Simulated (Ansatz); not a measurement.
# TiAl (Pm-3m): following an unstable mode

Which phase does TiAl (Pm-3m) fall into along its unstable mode, and how much energy does it gain?

Calculated with Ansatz 0.2.0; DFT LDA, scalar-relativistic, plane waves, PAW.

This is a report of a sequence of runs, with most program output left out.

The database entry behind the starting cell lists a temperature of 1381 K, so it need not match the best structure at ambient conditions.

## Step 1: The structure

Symmetry: Pm-3m, No. 221, cubic system. Conventional cell: a = 3.124 Å, b = 3.124 Å, c = 3.124 Å, α = 90.00°, β = 90.00°, γ = 90.00°. Nearest to Ti lie 8 Al at 2.71 Å. Al has 8 Ti at 2.71 Å nearest. Farther neighbours are not listed.

Structure file:

```cif
data_structure
_symmetry_space_group_name_H-M 'Pm-3m'
_symmetry_Int_Tables_number 221
_cell_length_a 3.1242
_cell_length_b 3.1242
_cell_length_c 3.1242
_cell_angle_alpha 90.000
_cell_angle_beta 90.000
_cell_angle_gamma 90.000
_cell_volume 30.49
loop_
_atom_site_label
_atom_site_type_symbol
_atom_site_symmetry_multiplicity
_atom_site_Wyckoff_symbol
_atom_site_fract_x
_atom_site_fract_y
_atom_site_fract_z
_atom_site_occupancy
Ti1 Ti 1 b 0.50000 0.50000 0.50000 1
Al1 Al 1 a 0.00000 0.00000 0.00000 1
```

## Step 2: Response at finite wavevector

The cell comes from relaxations at this level that are not shown. Stability and thermal properties need the whole zone. Linear response on a 4×4×4 q mesh gives force constants as far as a supercell of that size would.

Contents of input.yaml:

```yaml
crystal:
  lattice:
    - [3.1242198621, 0.0, 0.0]
    - [0.0, 3.1242198621, 0.0]
    - [0.0, 0.0, 3.1242198621]
  atoms:
    - { symbol: Ti, position: [0.5, 0.5, 0.5] }
    - { symbol: Al, position: [0.0, 0.0, 0.0] }
kpoints:
  mp_grid: { grid: [16, 16, 16] }
hamiltonian:
  xc: lda
scf:
  occupations: { method: methfessel_paxton, width: 0.2 }
output:
  eigenvalues: true
phonons:
  method: dfpt
  qmesh: [4, 4, 4]
  temperatures: { t_max: 1000, t_step: 50 }
  qpath:
    path:
      - [[0.0, 0.0, 0.0], [0.0, 0.5, 0.0], [0.5, 0.5, 0.0], [0.0, 0.0, 0.0], [0.5, 0.5, 0.5], [0.0, 0.5, 0.0]]
      - [[0.5, 0.5, 0.5], [0.5, 0.5, 0.0]]
    npoints: 10
```

Launch:

```bash
> ansatz run input.yaml --threads 4 --pin off --max-ram 7168MiB --backend cpu --events-out ev --progress --plain --runs-dir out
```

The job ended after 4.7 min (4 threads of Arm Neoverse V2, shared host; peak memory 2.2 GiB; 18 min of CPU time).

This step gave:

```
volume per atom                                         : 15.25 Å³
gap on the k-mesh                                       : 0 eV
sum-rule residual before enforcement                    : 4.71e-6 eV/Å²
lowest frequency on the path                            : -126.9 cm⁻¹
point group                                             : m-3m
highest frequency on the path or at a solved wavevector : 352.6 cm⁻¹
highest optical mode at the zone centre (no LO-TO term) : 327.7 cm⁻¹
lowest optical zone-centre mode                         : 327.7 cm⁻¹
lowest mode on the q mesh (acoustic modes at Γ apart)   : -126.9 cm⁻¹
```

Frequencies (cm⁻¹) solved at each irreducible wavevector; negative means imaginary. Frequencies by wavevector, by row:

| q in reciprocal lattice units | star | mode 1 | mode 2 | mode 3 | mode 4 | mode 5 | mode 6 |
| --- | --- | --- | --- | --- | --- | --- | --- |
| 0 0 0 | 1 | 0 | 0 | 0 | 327.7 | 327.7 | 327.7 |
| 0 0 0.25 | 6 | 113.1 | 113.1 | 129.6 | 310.2 | 310.2 | 310.3 |
| 0 0 -0.5 | 3 | 209.1 | 209.1 | 216.6 | 265.5 | 268.5 | 268.5 |
| 0 0.25 0.25 | 12 | -77.9 | 151.1 | 217.1 | 272.8 | 302.2 | 347.3 |
| 0 0.25 -0.5 | 12 | 69.5 | 108.5 | 211.8 | 276.5 | 329 | 331.8 |
| 0 -0.5 -0.5 | 3 | -126.9 | -126.9 | 215.6 | 288.6 | 350.1 | 350.1 |
| 0.25 0.25 0.25 | 8 | 105.3 | 105.3 | 187.7 | 305.1 | 321.3 | 321.3 |
| 0.25 0.25 -0.5 | 12 | 109.6 | 112.8 | 215.1 | 268.1 | 327.1 | 336 |
| 0.25 -0.5 -0.5 | 6 | 61.8 | 61.8 | 225.1 | 266.4 | 321 | 321 |
| -0.5 -0.5 -0.5 | 1 | 195.4 | 195.4 | 195.4 | 244.6 | 244.6 | 244.6 |

Interpolated from a 4×4×4 q mesh. Phonon branches along the path, in cm⁻¹:

| point | branch 1 | branch 2 | branch 3 | branch 4 | branch 5 | branch 6 |
| --- | --- | --- | --- | --- | --- | --- |
| Γ | 0 | 0 | 0 | 328 | 328 | 328 |
| halfway | 113 | 113 | 130 | 310 | 310 | 310 |
| X | 209 | 209 | 217 | 266 | 268 | 268 |
| halfway | 70 | 108 | 212 | 276 | 329 | 332 |
| M | -127 | -127 | 216 | 289 | 350 | 350 |
| halfway | -78 | 151 | 217 | 273 | 302 | 347 |
| Γ | 0 | 0 | 0 | 328 | 328 | 328 |
| halfway | 105 | 105 | 188 | 305 | 321 | 321 |
| R | 195 | 195 | 195 | 245 | 245 | 245 |
| halfway | 110 | 113 | 215 | 268 | 327 | 336 |
| X | 209 | 209 | 217 | 266 | 268 | 268 |
| jump to R | 195 | 195 | 195 | 245 | 245 | 245 |
| halfway | 62 | 62 | 225 | 266 | 321 | 321 |
| M | -127 | -127 | 216 | 289 | 350 | 350 |

Symmetry leaves 10 wavevectors to solve. The lowest mode among them, the acoustic zeros apart, lies at q = (0, -0.5, -0.5) and is imaginary, 126.9i cm⁻¹, so the energy falls along it.

## Step 3: The mode frozen in, largest atomic shift 0 Å

The mode followed lies at q = (0, -0.5, -0.5) with frequency 126.9i cm⁻¹ and is 2-fold degenerate, the softest among the wavevectors solved. At small amplitude the distorted cell has space group no. 51 by a symmetry search on the positions. The undistorted cell that holds it gives the zero of energy on the same k mesh.

System of this step: TiAl. Symmetry: Pm-3m, No. 221, cubic system. The conventional cell has a = 3.124 Å, b = 3.124 Å, c = 3.124 Å, α = 90.00°, β = 90.00°, γ = 90.00°. Ti has 8 Al at 2.71 Å nearest. Al has 8 Ti at 2.71 Å nearest. Farther neighbours are not listed.

Contents of input.yaml:

```yaml
crystal:
  lattice:
    - [-3.1242198621, 0.0, 0.0]
    - [0.0, -3.1242198621, -3.1242198621]
    - [0.0, -3.1242198621, 3.1242198621]
  atoms:
    - { symbol: Ti, position: [0.5, 0.0, 0.5] }
    - { symbol: Ti, position: [0.5, 0.5, 0.0] }
    - { symbol: Al, position: [1.0, 1.0, 0.0] }
    - { symbol: Al, position: [1.0, 0.5, 0.5] }
kpoints:
  mp_grid: { grid: [14, 10, 10] }
hamiltonian:
  xc: lda
scf:
  occupations: { method: methfessel_paxton, width: 0.2 }
output:
  forces: true
  stress: true
  eigenvalues: true
```

Run time: 2.3 s. Hardware: 4 threads; peak memory 0.43 GiB.

This step gave:

| Quantity | Value |
| --- | --- |
| pressure | -0.02203 GPa |
| energy from the undistorted cell | 0 meV/atom |

The run ends at a pressure of -0.02 GPa.

## Step 4: The mode frozen in, largest atomic shift 0.22 Å

The atoms are moved along the unstable eigenvector, the largest shift by 0.22 Å, with the cell fixed.

input.yaml, the sections that differ from step 3:

```yaml
crystal:
  lattice:
    - [-3.1242198621, 0.0, 0.0]
    - [0.0, -3.1242198621, -3.1242198621]
    - [0.0, -3.1242198621, 3.1242198621]
  atoms:
    - { symbol: Ti, position: [0.5, -0.0497844009, 0.5] }
    - { symbol: Ti, position: [0.5, 0.5497844009, 0.0] }
    - { symbol: Al, position: [1.0, 1.0497927479, 0.0] }
    - { symbol: Al, position: [1.0, 0.4502072521, 0.5] }
# kpoints, hamiltonian, scf, output: as in step 3
```

Wall time 5 s (4 threads); peak memory 0.54 GiB; 19 s of CPU time.

This step gave:

* pressure: 0.8594 GPa
* energy from the undistorted cell: -20.46 meV/atom

The energy, extrapolated to zero smearing, is -20.46 meV/atom against the undistorted cell.

The run ends at a pressure of 0.86 GPa, with forces up to 0.23 eV/Å.

## Step 5: Energy along the mode, all amplitudes (two of the runs are shown above)

An imaginary frequency means negative curvature, so the energy should fall and then rise again as anharmonic terms take over.

This step gave:

| Quantity | Value |
| --- | --- |
| depth at the lowest point sampled | 20.46 meV/atom |
| largest atomic shift at that point | 0.22 Å |

Energy from the parent against largest atomic shift:

| largest atomic shift (Å) | energy from the parent (meV/atom) |
| --- | --- |
| 0.000 | 0 |
| 0.040 | -1.59 |
| 0.080 | -5.53 |
| 0.140 | -13.2 |
| 0.220 | -20.5 |
| 0.320 | -14.8 |
| 0.450 | 32.1 |

Displacement at unit largest shift by atom:

| atom | x (Å) | y (Å) | z (Å) | size |
| --- | --- | --- | --- | --- |
| Ti1 | 0.000 | 0.707 | 0.707 | 1.000 |
| Ti2 | 0.000 | -0.707 | -0.707 | 1.000 |
| Al3 | 0.000 | -0.707 | -0.707 | 1.000 |
| Al4 | 0.000 | 0.707 | 0.707 | 1.000 |

The lowest of the steps tried is at 0.22 Å, 20.5 meV/atom below the parent; the bottom of the well need not coincide with a step.

## Step 6: Relaxing from the distorted cell

Starting from the lowest point found, all atoms and the cell are let go, so that strain and other modes of the same symmetry can join in.

input.yaml: that of step 4 with these lines changed.

```diff
@@ -20 +20,6 @@
   eigenvalues: true
+relax:
+  adjacent_minimum: "off"
+  f_tol: 0.002
+  max_steps: 120
+  cell: { stress_tol: 0.03 }
```

It took 48 s on 4 threads; peak memory 0.59 GiB; 3.1 min of CPU time.

Relaxation path:

| step | energy less that of the first step (eV) | largest force component (eV/Å) | pressure (GPa) | volume (Å³) |
| --- | --- | --- | --- | --- |
| 1 | 0.0000 | 0.1625 | 0.86 | 60.99 |
| 2 | -0.1656 | 0.2347 | 0.24 | 61.02 |
| 3 | -0.2986 | 0.1724 | 2.22 | 60.06 |
| 4 | -0.3028 | 0.1351 | -1.66 | 61.95 |
| 5 | -0.3142 | 0.0661 | -0.05 | 61.16 |
| 6 | -0.3161 | 0.0015 | 0.03 | 61.11 |
| 7 | -0.3161 | 0.0006 | -0.03 | 61.14 |
| 8 | -0.3161 | 0.0000 | 0.00 | 61.12 |
| 9* | -0.3211 | 0.0002 | 0.15 | 61.12 |
| 10 | -0.3212 | 0.0012 | 0.00 | 61.19 |
| 11* | -0.3212 | 0.0011 | 0.00 | 61.19 |

Relaxation steps marked * repeat the geometry before them on a plane-wave basis chosen anew for their cell, so energy and pressure can jump there.

Forces are held to the 8 operations that the run works with; a distortion that breaks them can't arise in this run.

| cell as run | before | after | change |
| --- | --- | --- | --- |
| a (Å) | 3.124 | 2.811 | -10.0 % |
| b (Å) | 4.418 | 4.805 | +8.8 % |
| c (Å) | 4.418 | 4.531 | +2.5 % |
| volume (Å³/atom) | 15.25 | 15.30 | +0.3 % |

The atoms that moved most (Å, as changes of fractional coordinates times the final cell):

| atom | dx | dy | dz | length |
| --- | --- | --- | --- | --- |
| Ti1 | 0.000 | 0.141 | 0.141 | 0.199 |
| Ti2 | 0.000 | -0.141 | -0.141 | 0.199 |
| Al3 | 0.000 | -0.134 | -0.134 | 0.189 |
| Al4 | 0.000 | 0.134 | 0.134 | 0.189 |

Numbers from this step:

* pressure: 0.004770 GPa
* volume per atom: 15.30 Å³

The distorted start has space group Pmma; the relaxation ends in Pmma.

## Step 7: The new phase in its own primitive cell

The relaxed structure is symmetrised, reduced to its primitive cell and relaxed tightly, as its phonons need.

input.yaml, the sections that differ from step 6:

```yaml
crystal:
  lattice:
    - [4.5308710767, 0.0, 0.0]
    - [0.0, 2.8106117421, 0.0]
    - [0.0, 0.0, 4.8052128262]
  atoms:
    - { symbol: Ti, position: [0.25, 0.5, 0.658738096] }
    - { symbol: Ti, position: [0.75, 0.5, 0.341261904] }
    - { symbol: Al, position: [0.75, 0.0, 0.8391403752] }
    - { symbol: Al, position: [0.25, 0.0, 0.1608596248] }
kpoints:
  mp_grid: { grid: [10, 14, 10] }
relax:
  adjacent_minimum: "off"
  f_tol: 0.001
  max_steps: 60
  cell: { stress_tol: 0.01 }
# hamiltonian, scf, output: as in step 6
```

Run time: 12 s. Hardware: 4 threads; peak memory 0.58 GiB.

Little changed from the start: no atom moved by 0.005 Å and no cell edge by 0.1 %.

This step gave:

* pressure: -7.82e-4 GPa

The largest force component left is 0.26 meV/Å and the pressure is -0.001 GPa, within the tolerances set. The cell now holds 15.30 Å³/atom.

## Step 8: Modes of the new phase, k-mesh 10×14×10

A relaxed structure may still be a saddle point, so its zone-centre modes are computed. No field response is asked, since the mesh shows no gap.

input.yaml, the sections that differ from step 7:

```yaml
crystal:
  lattice:
    - [4.5312402593, 0.0, 0.0]
    - [0.0, 2.810462, 0.0]
    - [0.0, 0.0, 4.8053430137]
  atoms:
    - { symbol: Ti, position: [0.25, 0.5, 0.6586960678] }
    - { symbol: Ti, position: [0.75, 0.5, 0.3413039322] }
    - { symbol: Al, position: [0.75, 0.0, 0.8391319916] }
    - { symbol: Al, position: [0.25, 0.0, 0.1608680084] }
output:
  eigenvalues: true
phonons:
  method: dfpt
# kpoints, hamiltonian, scf: as in step 7
# relax: removed
```

Run time: 55 s. Hardware: 4 threads; peak memory 1.4 GiB; 3.5 min of CPU time.

Numbers from this step:

| Property | Result |
| --- | --- |
| sum-rule residual before enforcement | 6.11e-5 eV/Å² |
| point group | mmm |
| highest optical mode at the zone centre (no LO-TO term) | 330.3 cm⁻¹ |
| lowest optical zone-centre mode | 146.8 cm⁻¹ |

Patterns of degenerate modes are one choice out of their space. The modes at Γ (shares of kinetic energy by element, %):

| mode | frequency (cm⁻¹) | symmetry | Ti % | Al % |
| --- | --- | --- | --- | --- |
| 1 | 0.0 | acoustic | 64 | 36 |
| 2 | 0.0 | acoustic | 64 | 36 |
| 3 | 0.0 | acoustic | 64 | 36 |
| 4 | 146.8 | B3g | 97 | 3 |
| 5 | 162.7 | Ag | 83 | 17 |
| 6 | 189.8 | B2g | 72 | 28 |
| 7 | 231.3 | B3g | 3 | 97 |
| 8 | 267.3 | B3u | 36 | 64 |
| 9 | 276.6 | B2u | 36 | 64 |
| 10 | 323.4 | B2g | 28 | 72 |
| 11 | 325.9 | Ag | 17 | 83 |
| 12 | 330.3 | B1u | 36 | 64 |

Displacements in mode 4 (146.8 cm⁻¹), the largest set to 1:
```
Ti1  0.00 -1.00  0.00
Ti2  0.00  1.00  0.00
Al3  0.00  0.25  0.00
Al4  0.00 -0.25  0.00
```

Displacements in mode 10 (323.4 cm⁻¹), the largest set to 1:
```
Ti1 -0.47  0.00  0.00
Ti2  0.47  0.00  0.00
Al3  1.00  0.00  0.00
Al4 -1.00  0.00  0.00
```

Before it was imposed, the acoustic sum rule was missed by 6.1e-5 eV/Å². Small misses are needed for a sound result but don't prove that mesh and cutoff are converged. The lowest optical mode is real, 147 cm⁻¹.

## Step 9: Results

| Property | Result |
| --- | --- |
| unstable mode of the parent | q = (0, -0.5, -0.5), 127i cm⁻¹ |
| depth at the lowest point sampled | 20.5 meV/atom |
| largest atomic shift at that point | 0.22 Å |
| space group reached (within 0.01 Å) | Pmma |
| energy gained over the parent (first relaxation, on the mesh of the frozen mode) | 102 meV/atom |
| volume per atom, phase reached | 15.3 Å³ |
| lowest optical zone-centre mode, phase reached | 147 cm⁻¹ |
| highest optical mode at the zone centre (no LO-TO term), phase reached | 330 cm⁻¹ |

What this shows: Along this mode the structure falls into Pmma, 102 meV/atom below the parent. At the parent's cell the well is 20.46 meV/atom deep on the steps tried, with its lowest point at a shift of 0.22 Å. Relaxing atoms and cell changes the gain by +81.34 meV/atom against the lowest step (energies at zero smearing). Most of the total comes from this relaxation. The new phase has no imaginary mode at the zone centre of its cell; other wavevectors were not checked. Of the 4 patterns followed to their end from this parent, this one ends 41.7 meV/atom above the lowest, P4/mmm. Each path keeps the symmetry of its pattern, so a lower phase may lie along a pattern not tried. With no gap, or one that is small against the smearing, the frequencies hang on the k mesh and the smearing, most of all near Kohn anomalies. The phonon runs are without spin polarisation, although the cell has an odd electron count.

[Logs are printed without paths, hosts, clocks, repeated set-up lines and the standing remarks that a program may print on its own settings, such as how far it seeks lower states.]

[Hosts, paths, dates, database ids (printed as entryN), source tags and the programs' standing remarks are cut or masked in the printed files.]
